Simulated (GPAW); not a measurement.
Al in GPAW: the effect of functional

The system is Al.

```
Al
1.0
     0.00000    2.02481    2.02481
     2.02481    0.00000    2.02481
     2.02481    2.02481    0.00000
Al
1
Direct
  0.00000 0.00000 0.00000
```

Alike in all runs:

| Quantity | Value |
| --- | --- |
| Program | GPAW 26.7.0 |
| Task | band structure |
| Cutoff | 600 eV |
| Basis | pw |
| k mesh | 11 × 11 × 11 |
| Occupations | fermi-dirac, width 0.05 eV |
| Spin | no spin polarisation |

| functional | potentials or basis | pressure (GPa) |
| --- | --- | --- |
| LDA | the program's PAW data sets (release 1.2.1) made for this functional | -3.5 |
| PBEsol | PAW data sets generated in the run's folder for this functional | -1.8 |
| RPBE | the program's PAW data sets (release 1.2.1) made for this functional | 1.2 |
| revPBE | the program's PAW data sets (release 1.2.1) made for this functional | 0.8 |
| BLYP | PAW data sets generated in the run's folder for this functional | ? |
| r2SCAN | GPAW PAW data sets (gpaw-data 1.2.1) | -3.3 |

Problem. What does the run with functional BLYP give?

Solution. Pressure 3.0 GPa.

Caveats: the PAW data sets were made with another functional, which shifts forces and pressure a little (some runs).

Runs at the PBE level aren't shown here.
